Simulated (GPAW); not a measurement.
## SiNi3 in GPAW: convergence with density grid spacing (A)

Input of the first run (density grid spacing (A) 0.24); the others differ in this setting and in those tied to it:

run.py

```python
from ase.dft.bandgap import bandgap
from ase.io import read, write
from ase.units import GPa
from gpaw import GPAW, PW

atoms = read('SiNi3.xyz')
atoms.set_initial_magnetic_moments([1.0, 1.0, 1.0, 0.0])

calc = GPAW(mode=PW(600),
            h=0.24,
            xc='MGGA_X_R2SCAN+MGGA_C_R2SCAN',
            kpts={'size': (5, 5, 5), 'gamma': True},
            occupations={'name': 'fermi-dirac', 'width': 0.05},
            nbands=45,
            convergence={'density': 1e-05, 'energy': 1e-05},
            maxiter=100,
            txt='gpaw.txt')
atoms.calc = calc
energy = atoms.get_potential_energy()
forces = atoms.get_forces()
stress = atoms.get_stress()
calc.write('gs.gpw')
write('result.traj', atoms)
print(f'Energy: {energy:.6f} eV')
print('Forces (eV/A):')
print(forces.round(4))
print('Stress (GPa):', (stress / GPa).round(3))
print('Moments:', calc.get_magnetic_moments().round(3))
print('Fermi level:', round(calc.get_fermi_level(), 4), 'eV')
print(f'Gap: {bandgap(calc)[0]:.4f} eV, direct: {bandgap(calc, direct=True)[0]:.4f} eV')
```

SiNi3.xyz

```xyz
4
Lattice="3.5420000000 0.0000000000 0.0000000000 0.0000000000 3.5420000000 0.0000000000 0.0000000000 0.0000000000 3.5420000000" Properties=species:S:1:pos:R:3 pbc="T T T"
Ni     1.7710000000      1.7710000000      0.0000000000
Ni     1.7710000000      0.0000000000      1.7710000000
Ni     0.0000000000      1.7710000000      1.7710000000
Si     0.0000000000      0.0000000000      0.0000000000
```

Potentials or basis: GPAW PAW data sets (gpaw-data 1.2.1), pw.

The run is started by

```bash
$ OMP_NUM_THREADS=1 python run.py
```

Hardware: 1 thread of Arm Neoverse V2 (shared host).

```
density grid spacing (A)  energy less the tightest run, at zero smearing (meV/atom)  pressure (GPa)  SCF cycles  CPU time (s)  peak memory (GiB)
                    0.24                                                      -0.19          -10.40          14            45               0.26
                     0.2                                                       0.20          -10.49          14            70               0.27
                    0.17                                                       0.02          -10.51          14            98               0.28
                    0.15                                                       0.01          -10.52          14           110                0.3
                    0.13                                                       0.03          -10.52          14           180               0.33
                    0.11                                                       0.00          -10.53          14           380               0.41
                    0.09                                      timed out after 500 s               -           -             -                  -
```

Against the tightest run, the energy stays within 1 meV/atom from 0.24 on; the pressure stays within 0.1 GPa from 0.2 on. The tightest run that finished is the yardstick and may itself not be fully converged.

Caveat, for the tightest run too: the k mesh is coarse; the stock nickel data set gives pressures a few GPa off other programs; the PAW data sets were made with another functional, which shifts forces and pressure a little.
